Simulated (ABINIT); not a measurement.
**A GW chain in ABINIT: MgO (Fm-3m)**

Aim: the G0W0 gap of MgO (Fm-3m) on LDA, step by step.

Main program and level: ABINIT 10.8.3; LDA and many-body steps on it, plane waves.

**What was measured.**

- Gap 7.83 eV: literature experimental gap; bulk crystal (quoted in “Electronic structure of alkaline earth and post-transition metal oxides”, 2009, arxiv:0908.1581).

## 1. The structure

Symmetry: Fm-3m, No. 225, cubic system. The conventional cell has a = 4.194 Å, b = 4.194 Å, c = 4.194 Å, α = 90.00°, β = 90.00°, γ = 90.00°. Nearest to Mg lie 6 O at 2.10 Å. O has 6 Mg at 2.10 Å nearest. Farther neighbours and most contacts between anions are not listed.

The cell and positions are those that the Materials Project relaxed with its own functionals (PBE, PBE+U or r2SCAN), kept fixed.

## 2. Ground state

This step: ABINIT 10.8.3; DFT, LDA, plane waves, norm-conserving pseudopotentials.

The ground-state density comes first.

File run.abi:

```
acell 3*1.0 Angstrom
rprim 
  -0.000000000000 2.097001392700 2.097001392700
  2.097001392700 -0.000000000000 2.097001392700
  2.097001392700 2.097001392700 -0.000000000000
ntypat 2
znucl 12 8
natom 2
typat 1 2
xred 
  0.000000000000 0.000000000000 0.000000000000
  0.500000000000 0.500000000000 0.500000000000
pp_dirpath "pseudos"
pseudos "Mg.upf, O.upf"
ecut 38
ngkpt 8 8 8
nshiftk 1
shiftk 0 0 0
kptopt 1
chksymbreak 0
nband 13
occopt 1
tolvrs 1e-10
nstep 60
prtwf 0
optforces 0
optstress 0
indata_prefix "in"
outdata_prefix "out"
tmpdata_prefix "tmp"
```

Started as:

```bash
> OMP_NUM_THREADS=1 mpirun -n 4 abinit run.abi > log
```

Numbers of over 12 decimals in the logs are rounded to 6 here.

Log:

```text
.Version 10.8.3 of ABINIT. v10.8.2 released Aug 2026.

 Symmetries : space group Fm -3 m (#225); Bravais cF (face-center cubic)
================================================================================
 Values of the parameters that define the memory need of the present run
     intxc =       0    ionmov =       0      iscf =       7    lmnmax =       5
     lnmax =       5     mgfft =      32  mpssoang =       3    mqgrid =    3001
     natom =       2  nloc_mem =       1    nspden =       1   nspinor =       1
    nsppol =       1      nsym =      48    n1xccc =    2501    ntypat =       2
    occopt =       1   xclevel =       1
-    mband =          13        mffmem =           1         mkmem =           8
       mpw =        1410          nfft =       32768          nkpt =          29
================================================================================
  Rough estimation (10% accuracy) of disk space for files :
================================================================================

--------------------------------------------------------------------------------
------------- Echo of variables that govern the present computation ------------
--------------------------------------------------------------------------------
 -outvars: echo values of preprocessed input variables --------
            acell      1.8897261259E+00  1.8897261259E+00  1.8897261259E+00 Bohr

      chksymbreak           0
             ecut      3.80000000E+01 Hartree
-          fftalg         312

              ixc       -1012
              kpt      0.00000000E+00  0.00000000E+00  0.00000000E+00
                       1.25000000E-01  0.00000000E+00  0.00000000E+00
                       2.50000000E-01  0.00000000E+00  0.00000000E+00
                       3.75000000E-01  0.00000000E+00  0.00000000E+00
                       5.00000000E-01  0.00000000E+00  0.00000000E+00
                       1.25000000E-01  1.25000000E-01  0.00000000E+00
                       2.50000000E-01  1.25000000E-01  0.00000000E+00
                       3.75000000E-01  1.25000000E-01  0.00000000E+00
                       5.00000000E-01  1.25000000E-01  0.00000000E+00
   [... 18 further rows ...]
                      -3.75000000E-01  5.00000000E-01  1.25000000E-01
                      -2.50000000E-01  5.00000000E-01  2.50000000E-01
         kptrlatt        8    0    0      0    8    0      0    0    8
          kptrlen      4.48334925E+01
P           mkmem           8
            natom           2
            nband          13
            ngfft          32      32      32
             nkpt          29
            nstep          60
             nsym          48
           ntypat           2
              occ      2.000000  2.000000  2.000000  2.000000  2.000000  2.000000
                       2.000000  2.000000  0.000000  0.000000  0.000000  0.000000
                       0.000000
        optforces           0
        optstress           0
            prtwf           0
            rprim     -0.0000000000E+00  2.0970013927E+00  2.0970013927E+00
[...]
spgroup         225

           tolvrs      1.00000000E-10

             xred      0.0000000000E+00  0.0000000000E+00  0.0000000000E+00
[...]
znucl       12.00000    8.00000

================================================================================

 chkinp: Checking input parameters for consistency.

================================================================================
== DATASET  1 ==================================================================
-   mpi_nproc: 4, omp_nthreads: 1 (-1 if OMP is not activated)

--- !DatasetInfo
iteration_state: {dtset: 1, }
dimensions: {natom: 2, nkpt: 29, mband: 13, nsppol: 1, nspinor: 1, nspden: 1, mpw: 1410, }
cutoff_energies: {ecut:  38.0, pawecutdg:  -1.0, }
electrons: {nelect:   1.60000000E+01, charge:   0.00000000E+00, occopt:   1.00000000E+00, tsmear:   1.00000000E-02, }

 Real(R)+Recip(G) space primitive vectors, cartesian coordinates (Bohr,Bohr^-1):
 R(1)=  0.0000000  3.9627583  3.9627583  G(1)= -0.1261747  0.1261747  0.1261747
 R(2)=  3.9627583  0.0000000  3.9627583  G(2)=  0.1261747 -0.1261747  0.1261747
 R(3)=  3.9627583  3.9627583  0.0000000  G(3)=  0.1261747  0.1261747 -0.1261747
 Unit cell volume ucvol=  1.2445798E+02 bohr^3
 Angles (23,13,12)=  6.00000000E+01  6.00000000E+01  6.00000000E+01 degrees

 getcut: wavevector=  0.0000  0.0000  0.0000  ngfft=  32  32  32
         ecut(hartree)=     38.000   => boxcut(ratio)=   2.05769

--- Pseudopotential description ------------------------------------------------
- Mg Generated using ONCVPSP code by D. R. Hamann
- 12.00000  10.00000  180309                  znucl, zion, pspdat
12 -1012 1 -1 1510                            pspcod,pspxc,lmax,lloc,mmax
     nproj     2     2     0
  pspatm : epsatm=    9.23542517
         --- l  ekb(1:nproj) -->
[...]
pspatm: atomic psp has been read  and splines computed

- O Generated using ONCVPSP code by D. R. Hamann
-  8.00000   6.00000  201201                  znucl, zion, pspdat
12 -1012 2 -1 926                             pspcod,pspxc,lmax,lloc,mmax
     nproj     2     2     1
  pspatm : epsatm=    6.27558587
         --- l  ekb(1:nproj) -->
[...]
1   -4.798959   -1.172522
             2   -1.033686
 pspatm: atomic psp has been read  and splines computed

   2.48176177E+02                                ecore*ucvol(ha*bohr**3)
--------------------------------------------------------------------------------

_setup2: Arith. and geom. avg. npw (full set) are    1393.920    1393.901

================================================================================

--- !BeginCycle
iteration_state: {dtset: 1, }
solver: {iscf: 7, nstep: 60, nline: 4, wfoptalg: 0, }
tolerances: {tolvrs: 1.00E-10, }

     iter   Etot(hartree)      deltaE(h)  residm     vres2
 ETOT  1  -75.802447827591    -7.580E+01 9.504E-02 3.722E+02
 ETOT  2  -75.806055813406    -3.608E-03 1.625E-03 3.601E+02
 ETOT  3  -75.915994222252    -1.099E-01 3.960E-03 4.159E+00
 ETOT  4  -75.917149836557    -1.156E-03 5.912E-04 1.305E-02
 ETOT  5  -75.917154662977    -4.826E-06 2.809E-04 5.834E-04
 ETOT  6  -75.917154803133    -1.402E-07 1.881E-04 2.555E-06
 ETOT  7  -75.917154803899    -7.660E-10 9.132E-05 8.662E-08
 ETOT  8  -75.917154803931    -3.241E-11 6.820E-05 1.646E-10
 ETOT  9  -75.917154803933    -1.620E-12 3.166E-05 6.657E-12

 At SCF step    9       vres2   =  6.66E-12 < tolvrs=  1.00E-10 =>converged.

--- !ResultsGS
iteration_state: {dtset: 1, }
comment   : Summary of ground state results
lattice_vectors:
- [ -0.0000000,   3.9627583,   3.9627583, ]
- [  3.9627583,  -0.0000000,   3.9627583, ]
- [  3.9627583,   3.9627583,  -0.0000000, ]
lattice_lengths: [   5.60419,    5.60419,    5.60419, ]
lattice_angles: [ 60.000,  60.000,  60.000, ] # degrees, (23, 13, 12)
lattice_volume:   1.2445798E+02
convergence: {deltae: -1.620E-12, res2:  6.657E-12, residm:  3.166E-05, diffor:  0.000E+00, }
etotal    :  -7.59171548E+01
entropy   :   0.00000000E+00
fermie    :   1.63852445E-01
cartesian_stress_tensor: null
pressure_GPa: null
xred      :
- [  0.0000E+00,   0.0000E+00,   0.0000E+00, Mg]
- [  5.0000E-01,   5.0000E-01,   5.0000E-01,  O]
cartesian_forces: null
force_length_stats: {min: null, max: null, mean: null, }

 Integrated electronic density in atomic spheres:
 ------------------------------------------------
 Atom  Sphere_radius  Integrated_density
    1        2.00000          8.41926925
    2        2.00000          6.28454836
================================================================================

 ----iterations are completed or convergence reached----

 Mean square residual over all n,k,spin=   88.983E-09; max=  31.658E-06
 reduced coordinates (array xred) for    2 atoms
       0.000000000000      0.000000000000      0.000000000000
       0.500000000000      0.500000000000      0.500000000000
 rms dE/dt=  0.0000E+00; max dE/dt=  0.0000E+00; dE/dt below (all hartree)
    1       0.000000000000      0.000000000000      0.000000000000
    2       0.000000000000      0.000000000000      0.000000000000

 cartesian coordinates (angstrom) at end:
    1      0.000000     0.000000     0.000000
    2      2.097001     2.097001     2.097001
 length scales=  1.889726125908  1.889726125908  1.889726125908 bohr
              =  1.000000000000  1.000000000000  1.000000000000 angstroms
 prteigrs : about to open file out_EIG
 Fermi (or HOMO) energy (hartree) =   0.16385   Average Vxc (hartree)=  -0.44207
 Eigenvalues (hartree) for nkpt=  29  k points:
 kpt#   1, nband= 13, wtk=  0.00195, kpt=  0.0000  0.0000  0.0000 (reduced coord)
  -2.46309   -1.26530   -1.26530   -1.26530   -0.46098    0.16385    0.16385    0.16385
   0.34087    0.74328    0.74328    0.74328    0.88704
 prteigrs : prtvol=0 or 1, do not print more k-points.

--- !EnergyTerms
iteration_state     : {dtset: 1, }
comment             : Components of total free energy in Hartree
kinetic             :  4.51583215729785E+01
hartree             :  2.05078994010265E+01
xc                  : -1.19455531474932E+01
Ewald energy        : -4.75873828125848E+01
psp_core            :  1.99405592925979E+00
local_psp           : -6.31170009959722E+01
non_local_psp       : -2.09274947511475E+01
total_energy        : -7.59171548039330E+01
total_energy_eV     : -2.06581102206575E+03
band_energy         : -1.28103465804355E+01

== END DATASET(S) ==============================================================
================================================================================

 -outvars: echo values of variables after computation  --------
           etotal     -7.5917154804E+01
            nband          13
             nkpt          29
          spgroup         225
 [... the other variables as echoed above ...]

 Calculation completed.
```

Elapsed: 3.9 s, on 4 MPI ranks of Arm Neoverse V2, shared host; peak memory 0.26 GiB; 15 s of CPU time.

This step gave:

- total energy: -2065.8110 eV
- gap: 4.817 eV
- k of the valence top: 0, 0, 0
- k of the conduction bottom: 0, 0, 0
- least direct gap: 4.817 eV

The gap is direct, at Γ.

(Part 1 of 3 ends here.)

[Paths, hosts, dates, memory and timing lines, banners, echoed tables and standing remarks are left out of the program output.]

[Logs are printed without paths, hosts, clocks, repeated set-up lines and the standing remarks that a program may print on its own settings, such as how far it seeks lower states.]

[Runs of the session that timed out or met a known fault of the program may be left out.]

[Hosts, paths, dates, database ids (printed as entryN), source tags and the programs' standing remarks are cut or masked in the printed files.]

[G0W0 gaps are taken among the corrected bands and points alone; a level outside them can change the order at an edge.]

[Where Ansatz stands beside ABINIT at settings called matched, ABINIT's density can come from a denser mesh and the files from another edition; pairs whose starting gaps differed by over 0.03 eV were left out, so agreement reads better than it is.]
